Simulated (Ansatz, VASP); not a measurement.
SiGe: VASP beside Ansatz

```xyz
4
Lattice="3.6742 0.0000 0.0000 -1.8371 3.1820 0.0000 0.0000 0.0000 7.2845" Properties=species:S:1:pos:R:3 pbc="T T T"
Si    1.8371    1.0607    6.3711
Si    0.0000    2.1213    2.7288
Ge    1.8371    1.0607    3.6451
Ge    0.0000    2.1213    0.0029
```

Alike in both runs: task single point; functional PBEsol; k mesh 12 × 12 × 6; occupations gaussian, width 0.03 eV; no spin polarisation.

|  | VASP | Ansatz |
| --- | --- | --- |
| version | VASP 6.6.1 | Ansatz 0.2.0 |
| potentials or method | VASP PAW PBE potentials, release 64 (Si, Ge_d) | scalar-relativistic, plane waves, PAW |
| plane-wave cutoff (eV) | 520 | 420 |
| valence electrons in the cell | 36 | 36 |

|  | VASP | Ansatz | Ansatz less VASP |
| --- | --- | --- | --- |
| gap on the k mesh at the Fermi level (eV) | none | none | - |
| pressure (GPa) | 3.5 | 3.5 | +0.02 |
| largest component of the traceless stress (GPa) | 17.30 | 17.26 | -0.040 |
| rms of the force components (eV/Å) | 0.559 | 0.563 | +0.0043 |

Atom by atom the forces differ by 0.004 eV/Å (rms over components). A gap of «none» marks a metal or a gap that the smearing closes.

Caveats: the PAW data sets were made with another functional, which shifts forces and pressure a little (VASP).
